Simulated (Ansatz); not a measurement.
## Ta$_{2}$C: a film clamped to a substrate

Computed with Ansatz, DFT r2SCAN, scalar-relativistic, plane waves, PAW. The runs took a 500 eV cutoff, a Γ-centred 18×18×10 mesh and Gaussian smearing (0.15 eV). Spin–orbit coupling is left out, which matters for the heavy elements here. No spin polarisation. Energies are free energies at this smearing, counted from the undisturbed cell; pressure is positive in compression.

The starting cell (relaxed at this level):

```
CELL_PARAMETERS angstrom
3.11016 0.00000 0.00000
-1.55508 2.69348 0.00000
0.00000 0.00000 4.94230
ATOMIC_POSITIONS crystal
Ta 0.33333 0.66667 0.25356
Ta 0.66667 0.33333 0.74644
C 0.00000 0.00000 0.00000
```

The cell (3 atoms, V0 = 41.40 Å³) is strained by p along both x and y and by q along z, fractional coordinates fixed. τp = (1/V0) ∂E/∂p = (σxx + σyy)(1 + p)(1 + q) and τq = (1/V0) ∂E/∂q = σzz(1 + p)², with tension positive.

| p | q | ΔE (meV/atom) | τp (GPa) | τq (GPa) |
| --- | --- | --- | --- | --- |
| 0.000 | 0.000 | 0.00 | 0.01 | -0.04 |
| -0.040 | 0.000 | 105.10 | -64.16 | -14.83 |
| 0.040 | 0.000 | 85.86 | 47.34 | 11.72 |
| 0.000 | -0.040 | 41.47 | -14.59 | -24.87 |
| 0.000 | 0.040 | 35.71 | 11.93 | 20.02 |

Problem. Get the second derivatives of the energy density.

Solution. Central differences give A = ∂τp/∂p = 1394 GPa (C11 + C22 + 2 C12), C = ∂τq/∂q = 561 GPa (C33) and the cross term B = ∂τq/∂p = 332 GPa (C13 + C23); ∂τp/∂q = 331 GPa must equal B, and any difference shows higher-order terms. Steps this large leave an error of some per cent of A or C in all of these, which can swamp a small B. The ions are clamped.

Problem. A film of this crystal grows with z along the normal on a substrate that imposes p. How does its thickness respond, and what does the misfit cost?

Solution. Count p and q from the stress-free cell. A free surface needs τq = 0, so q = −(B/C) p = -0.59 p. The energy density left is (A − B²/C) p²/2 = M p², with the biaxial modulus M = 599 GPa; a misfit of 1 % costs 5.16 meV/atom, against 6.00 meV/atom if the thickness were held.

At p = -0.080 the energies along q are 920.2 (q = -0.080), 633.6 (q = -0.040), 466.5 (q = 0.000), 399.1 (q = 0.040), 411.6 (q = 0.080) meV/atom.

Problem. Does the linear rule hold at this misfit?

Solution. A parabola through the lowest point and its neighbours has its minimum at q = 0.054, 394.3 meV/atom. With the stress left in the starting cell, τp0 and τq0, linear elasticity gives q = −(τq0 + Bp)/C = 0.047 and E = V0(τp0 p + τq0 q + Ap²/2 + Bpq + Cq²/2)/N = 329.9 meV/atom. The energies differ by more than a tenth, so the quadratic law fails here: the gap holds the anharmonic part, with some error from the wide steps. Cubic terms also shift the vertex of so wide a parabola.

Forces appear on the atoms along this scan, and letting them relax would lower the energy and soften the response. In a metal these slopes depend on the k mesh and the smearing.

Ta₂C resists strain strongly both in the plane and along the normal. Carbon fills alternate octahedral layers between the metal sheets, yet C33 reaches 561 GPa, far too stiff for a van der Waals gap. The carbon-free layer is evidently held by metallic Ta–Ta 5d bonding, while Ta 5d–C 2p covalency stiffens the filled one. The coupling between the plane and the normal is modest by comparison, so a free thickness lowers the misfit cost only from 6.00 to 5.16 meV/atom.

For both strain directions, compression costs more than equal extension, as expected when closed-shell overlap repulsion rises steeply at short distance while bonding weakens more gradually on stretching. The same asymmetry probably explains why the strongly compressed film lies above the harmonic estimate, at 394.3 against 329.9 meV/atom. Films under tensile misfit should then cost less than the quadratic law predicts at similar strain. Because equal biaxial strain yields only the sum of C11 and C12, the data do not show whether the crystal is stiffer along a or along c.
